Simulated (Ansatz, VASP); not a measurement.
Two plane-wave programs on WSe

```xyz
4
Lattice="3.3201 0.0000 0.0000 -1.6600 2.8753 0.0000 0.0000 0.0000 31.6542" Properties=species:S:1:pos:R:3 pbc="T T T"
W     0.0000    0.0000    7.5213
W     0.0000    0.0000   24.1330
Se    0.0000    1.9169    9.1546
Se    0.0000    1.9169   22.4996
```

Alike in both runs: functional PBE; k mesh 9 × 9 × 1; occupations gaussian, width 0.05 eV; no spin polarisation.

Ansatz relaxed the structure, and its values are those at the end. VASP's run is a single point on that final structure, the one shown.

|  | VASP | Ansatz |
| --- | --- | --- |
| version | VASP 6.6.1 | Ansatz 0.2.0 |
| potentials or method | VASP PAW PBE potentials, release 64 (W_sv, Se) | scalar-relativistic, plane waves, PAW |
| plane-wave cutoff (eV) | 520 | 420 |
| valence electrons in the cell | 40 | 60 |

|  | VASP | Ansatz | Ansatz less VASP |
| --- | --- | --- | --- |
| gap on the k mesh at the Fermi level (eV) | 0.35 | 0.35 | -0.002 |
| least direct gap on the mesh (eV) | 0.75 | 0.75 | +0.003 |
| rms of the force components (eV/Å) | 0.020 | 0.000 | -0.0196 |

The two sets of potentials don't hold the same shells in valence. Ansatz warned: «xc_potential_rough_in_thin_density».

Caveats: spin-orbit coupling is left out, which moves the levels of the heavy elements.
